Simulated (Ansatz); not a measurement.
**Si6C: balancing the decomposition**

Theory: DFT PBE, scalar-relativistic, plane waves, PAW in Ansatz 0.2.0. All cells share a 420 eV cutoff and Γ-centred k meshes spaced about 0.3 Å⁻¹ or finer (0.25 for metals, 2π included). No spin polarisation.

Formation energies are uncorrected and refer to the elements' standard structures at the same level.

These are static total energies at zero pressure. The reference form of C is held partly by dispersion forces, which this level lacks.

A trial structure of Si6C (reached from: a cell proposed by chemical analogy; relaxed: space group R-3 (No. 148), a = 9.600 Å, c = 8.914 Å) has a formation energy of 0.199 eV/atom. It holds Si–Si bonds in all directions (shortest 2.32 Å) and C–C pairs (shortest 1.59 Å). At its composition the lowest mixture among the elements and 2 reference phases computed alike (others may be missing) consists of these:

| phase | source | ΔE_f (eV/atom) |
| --- | --- | --- |
| Si (solid) | element | -0.001 |
| SiC (P6_3mc) | Materials Project | -0.204 |

The lowest database cell of Si (-0.001) lies slightly below the reference, hence the non-zero entry.

Question: Write the balanced decomposition and find its energy per atom, per formula unit and per mole of formula units.

Answer: Balancing Si and C gives Si6C → 5 Si + SiC. The left side holds 7 atoms, and the products take 5/7 (Si) and 2/7 (SiC) of them. The mixture therefore lies at 5/7 × (-0.001) + 2/7 × (-0.204) = -0.059 eV/atom. The reaction energy is -0.059 − (0.199) = -0.258 eV/atom. Times 7 atoms that is -1.806 eV per Si6C, and times 96.485 it is -174 kJ per mole of Si6C. Decomposition is downhill, so the trial structure is unstable against this mixture.

The trial structure lies above even the separated elements, and this accounts for most of the decomposition energy; the formation of SiC supplies the rest. The carbon reference cancels in the balanced reaction, so the -0.258 eV/atom doesn't depend on how well elemental carbon is described. Any competing phase not considered could only make the driving force larger.

The chemical reason is probably the bonding of carbon. In SiC every carbon is surrounded by silicon, and the electronegativity difference strengthens the polar covalent Si–C bonds. The C–C pairs in the trial structure use carbon valences that could otherwise form such bonds. The size mismatch between the two atoms probably adds strain to the silicon-rich network, whereas separation into Si and SiC lets each tetrahedral lattice adopt its own bond length.

The result rules out this arrangement as a ground state, but not a lower-energy one at the same composition, for instance with carbon atoms dispersed on silicon sites. A downhill reaction also says nothing about the barrier to decomposition.
